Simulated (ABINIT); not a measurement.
# TaN (Fm-3m) in ABINIT: relaxation of cell and atoms with PBEsol

Aim: the relaxation of cell and atoms of TaN with PBEsol.

Program: ABINIT 10.8.3 (patched build). These are calculated values, not measurements. Logs are shortened: lines on timing, memory, paths and dates and some standing lists are left out, and cuts for length are marked. The log counts tension as positive stress, the text compression.

**1. Starting point**

It takes space group Fm-3m (No. 225, cubic). The conventional cell has a = 4.423 Å, b = 4.423 Å, c = 4.423 Å, α = 90.00°, β = 90.00°, γ = 90.00°. Ta (site symmetry m-3m) is surrounded by 6 N at 2.21 Å. N (site symmetry m-3m) has 6 Ta at 2.21 Å as nearest neighbours.

The cell comes from a database or a generator and needn't be the stable form of this composition.

**2. Relaxation of cell and atoms, PBEsol, target pressure 20 GPa, at which the enthalpy is minimised**

run.abi

```
# Pseudopotentials
pp_dirpath "./"
pseudos "Ta.GGA_PBE-JTH.xml, N.GGA_PBE-JTH.xml"

# Structure
acell 5.9097083415 5.9097083415 5.9097083415
rprim
     0.0000000000     0.7071067812     0.7071067812
     0.7071067812     0.0000000000     0.7071067812
     0.7071067812     0.7071067812     0.0000000000
ntypat 2
znucl 73 7
natom 2
typat 1 2
xred
     0.5000000000     0.5000000000     0.5000000000
     0.0000000000     0.0000000000     0.0000000000
chkprim 0
chksymtnons 0
tolsym 1.0e-6

# Plane-wave basis
ecut 26.0
pawecutdg 48.0
pawxcdev 0

# k points
kptopt 1
ngkpt 10 10 10
nshiftk 1
shiftk 0.0 0.0 0.0

# Exchange and correlation
ixc -116133

# Bands and occupations
nband 13
occopt 3
tsmear 0.00183747

# SCF cycle
nstep 100
tolvrs 1.0e-9

# Output
iomode 3
prtwf 0
prtden 0
prteig 0
prtebands 0
enunit 1

# Relaxation
ionmov 2
ntime 60
tolmxf 0.0005
optcell 2
dilatmx 1.08
ecutsm 0.5
strtarget 3*-6.797862e-04 3*0.0
```

Potentials or basis: JTH PAW PBE v2.0.

The run is started by

```bash
$ abinit run.abi > log 2>&1
```

run.abo:

```text
.Version 10.8.3 of ABINIT
 Symmetries : space group Fm -3 m (#225); Bravais cF (face-center cubic)
================================================================================
 Values of the parameters that define the memory need of the present run
     intxc =       0    ionmov =       2      iscf =      17    lmnmax =      18
     lnmax =       6     mgfft =      30  mpssoang =       3    mqgrid =    3001
     natom =       2  nloc_mem =       2    nspden =       1   nspinor =       1
    nsppol =       1      nsym =      48    n1xccc =       1    ntypat =       2
    occopt =       3   xclevel =       2
       mpw =        1191          nfft =       27000          nkpt =          47
 PAW method is used; the additional fine FFT grid is defined by:
   mgfftf=        40    nfftf =     64000
================================================================================
================================================================================

--------------------------------------------------------------------------------
------------- Echo of variables that govern the present computation ------------
--------------------------------------------------------------------------------
 -outvars: echo values of preprocessed input variables --------
            acell      5.9097083415E+00  5.9097083415E+00  5.9097083415E+00 Bohr
              amu      1.80947900E+02  1.40067400E+01
          chkprim           0
      chksymtnons           0
          dilatmx      1.08000000E+00
             ecut      2.60000000E+01 Hartree
           ecutsm      5.00000000E-01 Hartree
           enunit           1
           ionmov           2
              ixc     -116133
         kptrlatt       10    0    0      0   10    0      0    0   10
          kptrlen      5.90970834E+01
            natom           2
            nband          13
            ngfft          30      30      30
          ngfftdg          40      40      40
             nkpt          47
            nstep         100
             nsym          48
            ntime          60
           ntypat           2
           occopt           3
          optcell           2
        pawecutdg      4.80000000E+01 Hartree
         pawxcdev           0
           prtden           0
        prtebands           0
           prteig           0
            prtwf           0
            rprim      0.0000000000E+00  7.0710678120E-01  7.0710678120E-01
                       7.0710678120E-01  0.0000000000E+00  7.0710678120E-01
                       7.0710678120E-01  7.0710678120E-01  0.0000000000E+00
          spgroup         225
        strtarget     -6.79786200E-04 -6.79786200E-04 -6.79786200E-04
                       0.00000000E+00  0.00000000E+00  0.00000000E+00
           tolmxf      5.00000000E-04
           tolsym      1.00000000E-06
           tolvrs      1.00000000E-09
           tsmear      1.83747000E-03 Hartree
            typat      1  2
           useylm           1
           xangst      2.2113229986E+00  2.2113229986E+00  2.2113229986E+00
                       0.0000000000E+00  0.0000000000E+00  0.0000000000E+00
            xcart      4.1787948432E+00  4.1787948432E+00  4.1787948432E+00
                       0.0000000000E+00  0.0000000000E+00  0.0000000000E+00
             xred      5.0000000000E-01  5.0000000000E-01  5.0000000000E-01
                       0.0000000000E+00  0.0000000000E+00  0.0000000000E+00
            znucl       73.00000    7.00000

================================================================================

 chkinp: Checking input parameters for consistency.

================================================================================
== DATASET  1 ==================================================================

--- !DatasetInfo
iteration_state: {dtset: 1, }
dimensions: {natom: 2, nkpt: 47, mband: 13, nsppol: 1, nspinor: 1, nspden: 1, mpw: 1191, }
cutoff_energies: {ecut:  26.0, pawecutdg:  48.0, }
electrons: {nelect:   1.80000000E+01, charge:   0.00000000E+00, occopt:   3.00000000E+00, tsmear:   1.83747000E-03, }
meta: {optdriver: 0, ionmov: 2, optcell: 2, iscf: 17, paral_kgb: 0, }
...

 Real(R)+Recip(G) space primitive vectors, cartesian coordinates (Bohr,Bohr^-1):
 R(1)=  0.0000000  4.1787948  4.1787948  G(1)= -0.1196517  0.1196517  0.1196517
 R(2)=  4.1787948  0.0000000  4.1787948  G(2)=  0.1196517 -0.1196517  0.1196517
 R(3)=  4.1787948  4.1787948  0.0000000  G(3)=  0.1196517  0.1196517 -0.1196517
 Unit cell volume ucvol=  1.4594296E+02 bohr^3
 Angles (23,13,12)=  6.00000000E+01  6.00000000E+01  6.00000000E+01 degrees

 Coarse grid specifications (used for wave-functions):

 getcut: wavevector=  0.0000  0.0000  0.0000  ngfft=  30  30  30
[... 319 lines left out ...]
  4.06939627259696E+00  0.00000000000000E+00  4.06939627259696E+00
  4.06939627259696E+00  4.06939627259696E+00  0.00000000000000E+00
 Unitary Cell Volume (ucvol) [Bohr^3]=  1.34778290795975E+02
 Angles (23,13,12)= [degrees]
  6.00000000000000E+01  6.00000000000000E+01  6.00000000000000E+01
 Lengths [Bohr]
  5.75499539937714E+00  5.75499539937715E+00  5.75499539937714E+00
 Stress tensor in cartesian coordinates (strten) [Ha/bohr^3]
 -6.57976009735786E-04  0.00000000000000E+00  0.00000000000000E+00
  0.00000000000000E+00 -6.57976009735800E-04  0.00000000000000E+00
  0.00000000000000E+00  0.00000000000000E+00 -6.57976009735758E-04
 Total energy (etotal) [Ha]= -6.90961004107931E+01

 Difference of energy with previous step (new-old):
           Absolute (Ha)=-1.51061E-03
           Relative     =-2.18627E-05

--- Iteration: ( 4/60) Internal Cycle: (1/1)
--------------------------------------------------------------------------------

---SELF-CONSISTENT-FIELD CONVERGENCE--------------------------------------------
[... 74 lines left out ...]
  0.00000000000000E+00  4.06746670951913E+00  4.06746670951913E+00
  4.06746670951913E+00  0.00000000000000E+00  4.06746670951913E+00
  4.06746670951913E+00  4.06746670951913E+00  0.00000000000000E+00
 Unitary Cell Volume (ucvol) [Bohr^3]=  1.34586660463397E+02
 Angles (23,13,12)= [degrees]
  6.00000000000000E+01  6.00000000000000E+01  6.00000000000000E+01
 Lengths [Bohr]
  5.75226658510303E+00  5.75226658510303E+00  5.75226658510303E+00
 Stress tensor in cartesian coordinates (strten) [Ha/bohr^3]
 -6.79154871903592E-04  0.00000000000000E+00  0.00000000000000E+00
  0.00000000000000E+00 -6.79154871903537E-04  0.00000000000000E+00
  0.00000000000000E+00  0.00000000000000E+00 -6.79154871903523E-04
 Total energy (etotal) [Ha]= -6.90959714771333E+01

 Difference of energy with previous step (new-old):
           Absolute (Ha)= 1.28934E-04
           Relative     = 1.86601E-06

 At Broyd/MD step   4, gradients are converged :
  max grad (force/stress) = 6.3133E-05 < tolmxf= 5.0000E-04 ha/bohr (free atoms)

================================================================================

 ----iterations are completed or convergence reached----

 Mean square residual over all n,k,spin=   38.872E-11; max=  12.381E-08
 reduced coordinates (array xred) for    2 atoms
       0.500000000000      0.500000000000      0.500000000000
       0.000000000000      0.000000000000      0.000000000000
 rms dE/dt=  0.0000E+00; max dE/dt=  0.0000E+00; dE/dt below (all hartree)
    1       0.000000000000      0.000000000000      0.000000000000
    2       0.000000000000      0.000000000000      0.000000000000

 cartesian coordinates (angstrom) at end:
    1      2.15241068732392     2.15241068732392     2.15241068732392
    2      0.00000000000000     0.00000000000000     0.00000000000000

 cartesian forces (hartree/bohr) at end:
    1     -0.00000000000000    -0.00000000000000    -0.00000000000000
    2     -0.00000000000000    -0.00000000000000    -0.00000000000000
 frms,max,avg= 0.0000000E+00 0.0000000E+00   0.000E+00  0.000E+00  0.000E+00 h/b

 cartesian forces (eV/Angstrom) at end:
    1     -0.00000000000000    -0.00000000000000    -0.00000000000000
    2     -0.00000000000000    -0.00000000000000    -0.00000000000000
 frms,max,avg= 0.0000000E+00 0.0000000E+00   0.000E+00  0.000E+00  0.000E+00 e/A
 length scales=  5.752266585103  5.752266585103  5.752266585103 bohr
              =  3.043968385810  3.043968385810  3.043968385810 angstroms
 Fermi (or HOMO) energy (eV) =   6.62291   Average Vxc (eV)= -13.90425
 Eigenvalues (   eV  ) for nkpt=  47  k points:
 kpt#   1, nband= 13, wtk=  0.00100, kpt=  0.0000  0.0000  0.0000 (reduced coord)
 -62.81950  -29.00523  -29.00523  -29.00523  -12.70569    2.63528    2.63528    2.63528
   4.27833    4.27833    4.27833    6.63550    6.63550
 prteigrs : prtvol=0 or 1, do not print more k-points.

--- !EnergyTerms
iteration_state     : {dtset: 1, itime: 4, icycle: 1, }
comment             : Components of total free energy in Hartree
kinetic             :  1.22341123414731E+01
hartree             :  7.56576502011352E+00
xc                  : -1.09019813087567E+01
Ewald energy        : -6.33765800095599E+01
psp_core            :  1.06997502238648E+01
local_psp           : -1.00965446930418E+01
PAW spherical_terms : -1.52202855940633E+01
internal            : -6.90957640199703E+01
'-kT*entropy'       : -2.03828189057144E-04
total_energy        : -6.90959678481594E+01
total_energy_eV     : -1.88019706915615E+03
...

--- !EnergyTermsDC
iteration_state     : {dtset: 1, itime: 4, icycle: 1, }
comment             : '"Double-counting" decomposition of free energy'
band_energy         : -1.17105353675810E+01
Ewald energy        : -6.33765800095599E+01
psp_core            :  1.06997502238648E+01
xc_dc               : -1.10823375442234E+01
PAW spherical_terms :  6.37393504855522E+00
internal            : -6.90957676489443E+01
'-kT*entropy'       : -2.03828189057144E-04
total_energy_dc     : -6.90959714771334E+01
total_energy_dc_eV  : -1.88019716790556E+03
...

--- !EnergyTermsWithPAWCore
iteration_state     : {dtset: 1, itime: 4, icycle: 1, }
comment             : 'Components of total free energy, including PAW core contributions'
Total energy        : -1.56549670230120E+04
Total energy DC     : -1.56549670266410E+04
Total energy (eV)   : -4.25993354331276E+05
Total energy DC (eV): -4.25993354430026E+05
...

 Cartesian components of stress tensor (hartree/bohr^3)
  sigma(1 1)= -6.79154872E-04  sigma(3 2)=  0.00000000E+00
  sigma(2 2)= -6.79154872E-04  sigma(3 1)=  0.00000000E+00
  sigma(3 3)= -6.79154872E-04  sigma(2 1)=  0.00000000E+00

-Cartesian components of stress tensor (GPa)         [Pressure=  1.9981E+01 GPa]
- sigma(1 1)= -1.99814262E+01  sigma(3 2)=  0.00000000E+00
- sigma(2 2)= -1.99814262E+01  sigma(3 1)=  0.00000000E+00
- sigma(3 3)= -1.99814262E+01  sigma(2 1)=  0.00000000E+00

== END DATASET(S) ==============================================================
================================================================================

 -outvars: echo values of variables after computation  --------
            acell      5.7522665851E+00  5.7522665851E+00  5.7522665851E+00 Bohr
           etotal     -6.9095971477E+01
            fcart     -0.0000000000E+00 -0.0000000000E+00 -0.0000000000E+00
                      -0.0000000000E+00 -0.0000000000E+00 -0.0000000000E+00
            rprim      0.0000000000E+00  7.0710678119E-01  7.0710678119E-01
                       7.0710678119E-01  0.0000000000E+00  7.0710678119E-01
                       7.0710678119E-01  7.0710678119E-01  0.0000000000E+00
           strten     -6.7915487190E-04 -6.7915487190E-04 -6.7915487190E-04
                       0.0000000000E+00  0.0000000000E+00  0.0000000000E+00
           xangst      2.1524106873E+00  2.1524106873E+00  2.1524106873E+00
                       0.0000000000E+00  0.0000000000E+00  0.0000000000E+00
             xred      5.0000000000E-01  5.0000000000E-01  5.0000000000E-01
                       0.0000000000E+00  0.0000000000E+00  0.0000000000E+00
 Calculation completed.
```

Run time: 87 s. Hardware: 1 thread of Intel Xeon 6975P-C (Granite Rapids), shared host; peak memory 0.13 GiB.

Results:

```yaml
Free_energy: -1880.1972 eV
Relaxed_volume: 9.97 Å³/atom
Relaxed_cell: a = 3.044 Å, b = 3.044 Å, c = 3.044 Å, α = 60.00°, β = 60.00°, γ = 60.00°
Space_group_after_relaxing_to_0.05_Å: Fm-3m (No. 225)
Energy_change_on_relaxing_the_enthalpy_is_what_falls: +19.6 meV/atom
Ionic_steps: 4
Pressure_after_relaxing: 20.0 GPa
Band_gap_on_the_k_mesh: none (metal or under the smearing width)
Valence_electrons_inside_the_program's_atomic_spheres: Ta 10.93; N 2.61
```

Step by step:
| step | energy change (eV) | largest force (eV/Å) | pressure (GPa) | volume (Å³) |
| --- | --- | --- | --- | --- |
| 1 | 0.0000 | 0.0000 | -10.33 | 21.63 |
| 2 | 0.0768 | 0.0000 | 26.04 | 19.68 |
| 3 | 0.0357 | 0.0000 | 19.36 | 19.97 |
| 4 | 0.0392 | 0.0000 | 19.98 | 19.94 |

Final structure:
```xyz
2
Lattice="0.0000 2.1524 2.1524 2.1524 0.0000 2.1524 2.1524 2.1524 0.0000" Properties=species:S:1:pos:R:3 pbc="T T T"
Ta    2.1524    2.1524    2.1524
N     0.0000    0.0000    0.0000
```

Levels at points of the mesh, in eV from the Fermi level:
| k point | band 5 | band 6 | band 7 | band 8 | band 9 | band 10 | band 11 | band 12 | band 13 |
| --- | --- | --- | --- | --- | --- | --- | --- | --- | --- |
| (0.00, 0.00, 0.00) | -19.33 | -3.99 | -3.99 | -3.99 | -2.34 | -2.34 | -2.34 | 0.01 | 0.01 |
| (0.50, 0.00, 0.00) | -15.88 | -10.95 | -8.07 | -8.07 | 2.09 | 2.09 | 2.20 | 3.98 | 8.24 |
| (0.50, 0.50, 0.00) | -18.06 | -6.77 | -5.98 | -4.77 | -4.77 | 2.28 | 3.91 | 3.91 | 5.25 |

Caveat: the highest band is partly filled, so the run has too few bands; the PAW data sets were made with another functional, which shifts forces and pressure a little.

**3. For comparison**

An earlier run on the cell as given: functional PBE; potentials or basis JTH PAW PBE v2.0; cutoff 707 eV; k mesh 10 × 10 × 10; occupations fermi-dirac, width 0.05 eV; no spin polarisation.

- Pressure: -1.6 GPa
- Band gap on the k mesh: none (metal or under the smearing width)
- Valence electrons inside the program's atomic spheres: Ta 10.70; N 2.54
